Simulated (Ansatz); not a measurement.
## CsI: single point with PBE

Crystal: CsI.

```
Cs I
1.0
     4.56670    0.00000    0.00000
     0.00000    4.56670    0.00000
     0.00000    0.00000    4.56670
Cs I
1 1
Direct
  0.00000 0.00000 0.00000
  0.50000 0.50000 0.50000
```

```yaml
Program: Ansatz 0.2.0
Task: single point
Functional: PBE
Potentials_or_basis: Ansatz PAW
Cutoff: "420 eV (not typed: the program's choice for these potentials)"
k_mesh: 6 × 6 × 6
Occupations: gaussian, width 0.015 eV
Spin: no spin polarisation
```

```yaml
Pressure: 0.8 GPa
Band_gap_on_the_k_mesh: 3.89 eV, indirect (least direct gap 3.98 eV)
```

Levels at points of the mesh, in eV from the valence-band top:
```
              k point  band 9  band 10  band 11  band 12  band 13  band 14  band 15  band 16  band 17
   (0.00, 0.00, 0.00)   -7.07    -7.07    -0.09    -0.09    -0.09     3.89     4.20     4.20     7.79
  (0.00, 0.00, -0.50)   -7.01    -7.01    -1.55    -0.24    -0.24     5.21     6.50     6.74     6.74
 (0.00, -0.50, -0.50)   -7.44    -6.97    -0.85    -0.85     0.00     4.26     4.94     6.12     6.12
(-0.50, -0.50, -0.50)   -7.32    -7.32    -1.30    -1.30    -1.30     7.19     7.19     7.19     7.87
```

It took 2.2 s on 2 threads of Intel(R) Xeon(R) Processor @ 2.50GHz (Skylake/Cascade Lake), on a shared host, peak memory 0.39 GiB.

Caveat: spin-orbit coupling is left out, which moves the levels of the heavy elements. A k mesh can miss the band edges.
